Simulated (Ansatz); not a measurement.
Born–Oppenheimer molecular dynamics of a periodic cell of 36 atoms, Tc (start crystal Tc, start structure hcp, volume 1 times the crystal's). It goes on from the last frame of an earlier run, with new velocities.

Method: Ansatz 0.2.0, DFT PBEsol, scalar-relativistic, plane waves, PAW. Settings: accuracy low, cutoff 600 eV, k mesh 2x2x1, fermi-dirac smearing 0.24 eV, no spin polarisation.

* ensemble: NVT, Langevin thermostat
* time step: 3 fs
* steps asked: 229
* set temperature: 2240 K
* friction: 0.02 /fs
* temperature schedule: 172 steps to 300 K, then 57 steps to 300 K
* seed: 360318

Frames 15 fs apart, positions in Å, forces in eV/Å.

Velocities at 60 fs (Å/ps):

```
Tc -8.14 3.43 -0.40
Tc 0.62 1.36 -2.82
Tc -2.93 -3.54 0.88
Tc -1.30 0.87 -1.61
Tc -3.36 -3.86 -6.02
Tc 12.79 -1.40 -1.83
Tc -5.60 -1.70 -3.54
Tc 3.13 -1.00 -3.21
Tc 3.71 8.17 2.46
Tc -1.63 -5.93 -3.65
Tc -7.46 -6.21 4.65
Tc 0.24 1.22 -2.55
Tc -1.73 -10.40 -6.94
Tc 7.65 1.90 5.27
Tc -2.33 1.41 5.12
Tc 3.59 -7.84 0.29
Tc 2.94 0.23 -2.22
Tc 3.10 1.12 5.42
Tc -2.27 -1.32 -7.77
Tc -1.81 6.85 -5.16
Tc 0.16 3.80 -2.26
Tc -3.07 -1.47 -1.72
Tc 4.38 0.32 -2.21
Tc 3.23 6.56 -8.40
Tc -4.40 -1.31 10.51
Tc 0.20 0.49 -1.48
Tc 2.35 5.98 2.22
Tc 0.89 6.02 2.75
Tc 4.53 -1.84 -1.73
Tc -10.23 1.35 0.57
Tc 1.83 -4.11 -2.98
Tc -2.94 2.67 1.12
Tc 2.77 -6.52 -3.76
Tc 2.17 -4.16 -2.49
Tc -2.04 0.14 -4.49
Tc -3.30 4.15 -4.92
```

```xyz
36
Lattice="8.2200 0.0000 0.0000 -4.1100 7.1187 0.0000 0.0000 0.0000 8.7899" Properties=species:S:1:pos:R:3:forces:R:3 time_fs=60 energy_less_start_eV=-0.317 T=2167
Tc 0.053 -0.317 -0.344 -0.16 -0.71 2.51
Tc -0.227 1.158 1.850 0.72 -0.03 -0.30
Tc 0.526 -0.040 3.942 -2.11 -0.17 1.45
Tc 0.078 1.363 6.773 -1.01 1.99 -3.44
Tc -1.420 2.400 0.100 -0.64 -1.43 -1.37
Tc -1.284 3.632 2.397 0.77 0.87 -3.94
Tc -1.358 2.055 4.008 0.88 -0.55 3.10
Tc -1.220 3.836 6.676 -2.06 -1.75 -1.94
Tc -2.796 4.435 0.087 -0.52 0.64 -1.63
Tc -2.565 5.880 2.018 -0.37 1.39 -0.55
Tc -2.757 4.347 4.121 0.29 1.69 2.52
Tc -2.680 6.334 6.217 0.93 -0.47 -0.10
Tc 2.621 0.027 -0.365 0.65 -1.28 1.61
Tc 2.319 1.393 2.275 1.22 -0.02 -1.62
Tc 3.110 -0.244 4.155 -1.10 0.28 0.46
Tc 2.873 1.521 6.266 -0.74 0.24 2.02
Tc 1.307 2.244 -0.252 -0.96 0.24 2.86
Tc 1.450 3.995 2.668 -1.96 -2.87 -4.77
Tc 1.503 2.332 4.418 -2.11 -1.35 1.07
Tc 1.434 3.837 6.662 0.49 0.93 -1.20
Tc -0.115 4.832 -0.196 0.27 -1.47 2.28
Tc 0.066 6.027 1.979 -0.59 0.68 0.17
Tc -0.077 4.656 4.462 0.23 -1.23 0.39
Tc -0.092 6.069 6.565 1.46 3.17 -0.82
Tc 5.551 -0.008 -0.192 -0.16 0.03 -0.08
Tc 5.081 1.234 1.891 0.95 0.16 1.00
Tc 5.847 -0.151 4.325 -1.81 0.20 -1.04
Tc 5.320 1.548 6.442 1.68 1.04 1.41
Tc 3.747 2.352 -0.090 2.21 -0.29 -0.50
Tc 4.096 3.618 2.228 -0.71 0.22 -0.99
Tc 4.172 2.043 4.251 0.49 1.04 -0.66
Tc 4.171 4.373 6.275 0.12 -2.99 3.43
Tc 2.502 4.609 0.062 1.14 0.75 -0.70
Tc 2.760 5.891 2.145 1.59 3.27 -1.63
Tc 2.765 4.679 4.423 1.24 -0.07 0.98
Tc 2.652 6.489 6.464 -0.34 -2.12 0.00
36
Lattice="8.2200 0.0000 0.0000 -4.1100 7.1187 0.0000 0.0000 0.0000 8.7899" Properties=species:S:1:pos:R:3:forces:R:3 time_fs=75 energy_less_start_eV=-0.350 T=1843
Tc -0.070 -0.284 -0.345 0.60 -0.38 1.82
Tc -0.183 1.217 1.813 0.77 -0.30 -0.04
Tc 0.475 -0.107 3.940 -1.83 -0.04 0.68
Tc 0.012 1.413 6.715 0.04 1.35 -2.50
Tc -1.440 2.375 -0.026 -0.30 -0.52 -0.47
Tc -1.092 3.612 2.344 -1.13 0.84 -2.70
Tc -1.413 2.051 4.007 1.48 0.63 2.26
Tc -1.215 3.823 6.615 -1.70 -0.53 -1.33
Tc -2.804 4.546 0.116 -0.49 -0.86 -2.58
Tc -2.565 5.806 1.967 -0.37 2.06 1.23
Tc -2.874 4.295 4.173 1.99 1.32 0.76
Tc -2.647 6.302 6.171 -0.38 -0.48 0.48
Tc 2.628 -0.131 -0.474 -0.18 0.33 2.33
Tc 2.385 1.385 2.339 0.68 -0.59 -2.50
Tc 3.103 -0.186 4.212 -1.32 -1.33 -0.54
Tc 2.877 1.411 6.279 -1.25 2.37 1.50
Tc 1.349 2.203 -0.242 -0.99 0.02 1.71
Tc 1.483 4.008 2.650 -2.67 -3.39 -6.15
Tc 1.447 2.319 4.345 -1.67 -1.55 2.08
Tc 1.397 3.932 6.620 0.78 -0.46 -0.99
Tc -0.084 4.867 -0.231 -0.18 -2.13 1.49
Tc 0.016 6.018 1.959 -0.29 1.27 0.79
Tc -0.024 4.635 4.441 -1.07 -0.45 0.51
Tc -0.053 6.208 6.451 1.77 0.66 0.43
Tc 5.483 -0.016 -0.050 0.39 -0.43 -1.66
Tc 5.107 1.278 1.879 0.93 0.31 1.40
Tc 5.869 -0.117 4.397 -2.34 -0.17 -2.66
Tc 5.375 1.652 6.496 0.81 0.33 0.83
Tc 3.807 2.313 -0.128 1.83 -0.29 -0.61
Tc 3.992 3.614 2.244 0.72 -0.10 -1.11
Tc 4.200 1.968 4.230 -0.03 1.91 0.28
Tc 4.132 4.372 6.318 -0.02 -2.73 2.96
Tc 2.516 4.529 0.001 1.16 1.08 -0.52
Tc 2.792 5.861 2.099 1.23 4.15 -1.74
Tc 2.702 4.700 4.370 2.58 0.10 2.90
Tc 2.626 6.497 6.406 0.45 -1.99 1.63
36
Lattice="8.2200 0.0000 0.0000 -4.1100 7.1187 0.0000 0.0000 0.0000 8.7899" Properties=species:S:1:pos:R:3:forces:R:3 time_fs=90 energy_less_start_eV=-0.869 T=2298
Tc -0.152 -0.210 -0.283 0.80 -0.68 0.39
Tc -0.138 1.240 1.773 0.56 -0.37 0.78
Tc 0.425 -0.182 3.979 -1.65 0.61 0.47
Tc -0.037 1.491 6.645 1.06 -0.07 -1.48
Tc -1.472 2.332 -0.182 0.53 0.21 1.18
Tc -0.916 3.563 2.272 -2.85 0.61 -2.02
Tc -1.446 2.078 4.085 2.16 1.20 1.08
Tc -1.262 3.796 6.535 -1.33 0.95 -0.79
Tc -2.830 4.613 0.107 -0.36 -1.91 -3.17
Tc -2.577 5.802 1.917 -0.13 1.91 2.36
Tc -2.931 4.308 4.177 2.32 1.14 0.44
Tc -2.593 6.247 6.149 -1.53 -0.56 0.66
Tc 2.659 -0.232 -0.524 -0.50 0.88 2.54
Tc 2.394 1.333 2.400 0.76 -0.24 -2.92
Tc 3.098 -0.182 4.195 -1.37 -1.84 -0.44
Tc 2.877 1.326 6.298 -1.56 3.50 0.91
Tc 1.424 2.113 -0.172 -1.29 0.72 0.50
Tc 1.493 3.952 2.455 -1.63 -2.02 -3.95
Tc 1.369 2.316 4.319 -0.88 -1.20 1.69
Tc 1.325 3.969 6.598 1.65 -1.18 -0.31
Tc -0.081 4.838 -0.259 0.11 -2.24 1.43
Tc -0.037 6.083 1.977 0.19 0.44 1.09
Tc 0.028 4.563 4.458 -1.47 0.31 -0.42
Tc 0.032 6.301 6.366 1.43 -0.69 1.18
Tc 5.437 -0.041 0.072 0.80 -1.03 -3.13
Tc 5.162 1.292 1.883 0.84 1.12 2.22
Tc 5.850 -0.131 4.413 -2.33 0.51 -3.55
Tc 5.452 1.743 6.548 -0.63 -1.08 -0.18
Tc 3.888 2.268 -0.186 1.24 0.10 -0.18
Tc 3.962 3.599 2.267 1.05 -0.35 -1.63
Tc 4.249 1.961 4.250 -1.04 1.85 0.60
Tc 4.097 4.302 6.398 -0.03 -2.15 1.68
Tc 2.566 4.468 0.003 0.82 1.03 -0.73
Tc 2.869 5.909 2.115 0.01 2.97 -1.30
Tc 2.626 4.710 4.338 2.56 -0.87 2.27
Tc 2.610 6.459 6.363 1.70 -1.58 2.78
36
Lattice="8.2200 0.0000 0.0000 -4.1100 7.1187 0.0000 0.0000 0.0000 8.7899" Properties=species:S:1:pos:R:3:forces:R:3 time_fs=105 energy_less_start_eV=-1.095 T=1972
Tc -0.229 -0.155 -0.221 1.36 -1.41 -1.04
Tc -0.115 1.202 1.732 0.48 0.13 1.95
Tc 0.377 -0.232 4.021 -1.50 1.23 0.58
Tc -0.056 1.570 6.570 1.78 -1.30 -1.03
Tc -1.467 2.299 -0.341 0.98 0.47 3.46
Tc -0.786 3.534 2.179 -4.83 0.55 -1.50
Tc -1.416 2.166 4.146 1.39 0.21 0.44
Tc -1.335 3.807 6.473 -0.47 2.30 -0.64
Tc -2.830 4.602 0.030 0.12 -1.01 -1.82
Tc -2.631 5.839 1.940 0.64 0.80 1.09
Tc -2.954 4.328 4.203 2.60 1.32 0.51
Tc -2.550 6.258 6.123 -2.32 -0.93 0.95
Tc 2.669 -0.257 -0.500 -0.30 0.59 2.43
Tc 2.444 1.242 2.433 0.55 0.98 -3.06
Tc 3.111 -0.211 4.172 -1.66 -1.91 0.50
Tc 2.896 1.303 6.294 -1.91 3.51 1.17
Tc 1.460 2.025 -0.073 -0.75 1.34 -0.77
Tc 1.430 3.847 2.237 1.79 -0.40 -1.48
Tc 1.317 2.297 4.331 0.03 -1.05 0.77
Tc 1.289 3.970 6.582 1.64 -1.35 0.53
Tc -0.078 4.764 -0.274 0.44 -1.24 1.59
Tc -0.018 6.174 2.067 0.15 -1.10 0.07
Tc 0.083 4.469 4.458 -1.66 1.52 -0.69
Tc 0.080 6.358 6.345 1.25 -1.46 1.52
Tc 5.420 -0.049 0.149 0.54 -1.54 -3.81
Tc 5.254 1.277 1.950 0.76 2.08 2.25
Tc 5.789 -0.167 4.386 -1.42 1.66 -3.00
Tc 5.495 1.820 6.537 -1.62 -2.87 -1.16
Tc 3.995 2.247 -0.206 0.19 -0.04 0.37
Tc 4.018 3.633 2.319 0.25 -0.82 -2.14
Tc 4.236 1.992 4.300 -0.90 1.41 0.04
Tc 4.067 4.180 6.468 0.30 -1.31 0.95
Tc 2.663 4.384 0.029 0.01 1.22 -0.91
Tc 2.973 5.965 2.105 -1.96 0.80 -0.38
Tc 2.611 4.714 4.397 2.02 -1.42 -0.15
Tc 2.610 6.407 6.367 2.05 -0.93 2.38
36
Lattice="8.2200 0.0000 0.0000 -4.1100 7.1187 0.0000 0.0000 0.0000 8.7899" Properties=species:S:1:pos:R:3:forces:R:3 time_fs=120 energy_less_start_eV=-1.549 T=1921
Tc -0.290 -0.172 -0.239 2.22 -1.51 -1.06
Tc -0.169 1.180 1.741 1.02 -0.29 2.47
Tc 0.352 -0.248 4.038 -1.61 1.45 0.83
Tc -0.048 1.589 6.489 1.68 -1.51 -0.58
Tc -1.416 2.203 -0.380 0.52 1.05 2.89
Tc -0.696 3.534 2.033 -7.58 0.64 -0.37
Tc -1.354 2.248 4.190 0.03 -0.74 -0.03
Tc -1.419 3.866 6.415 0.72 1.51 0.10
Tc -2.771 4.498 -0.035 0.24 0.35 -0.48
Tc -2.656 5.930 1.939 0.42 -0.47 -0.13
Tc -2.906 4.368 4.206 2.46 1.18 0.22
Tc -2.615 6.201 6.186 -1.66 -0.18 1.00
Tc 2.636 -0.282 -0.465 0.27 0.55 1.75
Tc 2.532 1.154 2.437 -0.15 2.81 -3.30
Tc 3.101 -0.292 4.112 -2.33 -1.33 3.20
Tc 2.878 1.351 6.318 -1.78 1.94 1.10
Tc 1.442 1.987 0.040 -0.10 1.11 -1.72
Tc 1.367 3.812 2.070 5.32 -0.19 0.32
Tc 1.282 2.235 4.348 0.95 -0.53 0.07
Tc 1.291 3.960 6.615 1.22 -1.39 0.23
Tc -0.083 4.666 -0.278 0.46 0.22 1.14
Tc -0.001 6.185 2.168 1.19 -1.58 -2.04
Tc 0.100 4.403 4.432 -0.84 1.91 -0.55
Tc 0.094 6.365 6.335 0.55 -1.23 1.39
Tc 5.451 -0.065 0.103 -0.58 -1.00 -2.10
Tc 5.318 1.314 2.050 0.64 1.02 0.49
Tc 5.711 -0.201 4.331 -0.55 2.05 -1.87
Tc 5.494 1.825 6.495 -0.92 -3.47 -1.07
Tc 4.110 2.276 -0.203 -0.73 -1.13 0.76
Tc 4.060 3.694 2.361 0.05 -0.96 -2.21
Tc 4.209 2.025 4.321 -0.77 0.81 -0.04
Tc 4.060 4.014 6.505 0.21 -0.19 0.27
Tc 2.772 4.338 0.039 -0.85 1.34 -1.21
Tc 2.978 5.994 2.083 -2.43 0.23 -0.02
Tc 2.675 4.735 4.432 1.11 -1.71 -0.81
Tc 2.652 6.373 6.379 1.60 -0.74 1.37
36
Lattice="8.2200 0.0000 0.0000 -4.1100 7.1187 0.0000 0.0000 0.0000 8.7899" Properties=species:S:1:pos:R:3:forces:R:3 time_fs=135 energy_less_start_eV=-2.060 T=1799
Tc -0.334 -0.208 -0.282 2.85 -1.27 0.14
Tc -0.167 1.178 1.772 0.81 -0.85 2.62
Tc 0.283 -0.273 4.112 -1.40 1.56 0.60
Tc -0.094 1.558 6.362 1.59 -1.31 0.39
Tc -1.349 2.155 -0.328 0.09 1.22 1.06
Tc -0.715 3.522 1.940 -6.58 1.16 0.82
Tc -1.251 2.291 4.220 -1.21 -1.12 -0.42
Tc -1.517 3.902 6.374 2.43 0.58 0.79
Tc -2.728 4.426 -0.117 0.02 1.46 0.52
Tc -2.711 6.005 1.948 0.35 -1.20 -0.78
Tc -2.832 4.414 4.204 2.45 1.46 -0.16
Tc -2.699 6.117 6.274 -0.63 0.89 0.90
Tc 2.620 -0.274 -0.450 0.40 0.62 1.34
Tc 2.536 1.114 2.386 0.43 3.10 -2.66
Tc 3.071 -0.366 4.056 -2.74 0.04 4.99
Tc 2.832 1.486 6.381 -1.38 0.08 0.59
Tc 1.440 1.995 0.152 0.16 0.32 -2.79
Tc 1.406 3.796 1.924 4.25 -0.12 2.07
Tc 1.299 2.212 4.316 1.59 -0.05 0.05
Tc 1.294 3.905 6.691 0.70 -1.00 -0.70
Tc -0.084 4.634 -0.249 0.19 0.94 0.23
Tc -0.016 6.126 2.213 2.16 -1.20 -3.20
Tc 0.132 4.418 4.430 -0.20 1.45 -0.47
Tc 0.090 6.399 6.392 0.25 -1.01 0.41
Tc 5.479 -0.123 0.038 -1.24 -0.04 -0.66
Tc 5.365 1.390 2.160 0.54 -0.39 -1.04
Tc 5.642 -0.176 4.245 0.32 0.92 -0.03
Tc 5.474 1.796 6.449 0.04 -3.84 -0.14
Tc 4.244 2.316 -0.171 -1.45 -2.02 1.06
Tc 4.113 3.727 2.417 -0.29 -0.79 -3.01
Tc 4.254 2.102 4.320 -1.50 -0.50 0.33
Tc 4.053 3.893 6.496 -0.34 0.65 0.12
Tc 2.780 4.305 0.006 -0.23 1.87 -1.26
Tc 2.939 6.005 2.137 -2.06 0.28 -0.43
Tc 2.780 4.702 4.450 -0.32 -1.05 -0.72
Tc 2.739 6.336 6.452 -0.07 -0.85 -0.52
```

Of the whole run (687 fs, mean temperature of the second half 569 K): The schedule's set-point averaged 462 K over the second half and the system 569 K, so it lags behind the ramp. A run of 0.69 ps of so small a system gives no equilibrium averages. Limits of this set-up: coarse k mesh, low accuracy level.

The run took 37 min on 4 threads of Intel(R) Xeon(R) 6975P-C (Granite Rapids) (shared host), peak memory 6 GiB.
